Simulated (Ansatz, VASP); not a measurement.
Two plane-wave programs on AlFe

```
CELL_PARAMETERS angstrom
2.86067 0.00000 0.00000
0.00000 2.86067 0.00000
0.00000 0.00000 2.86067
ATOMIC_POSITIONS crystal
Al 0.00000 0.00000 0.00000
Fe 0.50000 0.50000 0.50000
```

Change from the starting cell: volume scaled by 0.95, no spin polarisation, PAW files.

Alike in both runs: task single point; functional PBE; k mesh 11 × 11 × 11; occupations fermi-dirac, width 0.1 eV; no spin polarisation.

|  | VASP | Ansatz |
| --- | --- | --- |
| version | VASP 6.6.1 | Ansatz 0.2.0 |
| potentials or method | VASP PAW PBE potentials, release 64 (Al, Fe) | PAW with Ansatz's default frozen-core files, scalar-relativistic |
| plane-wave cutoff (eV) | 520 | 420 |
| valence electrons in the cell | 11 | 19 |

|  | VASP | Ansatz | Ansatz less VASP |
| --- | --- | --- | --- |
| pressure (GPa) | 2.0 | 2.0 | +0.02 |

The two sets of potentials don't hold the same shells in valence.

Spin polarisation is off, so any magnetic state and its effect on volume and gap are missing.
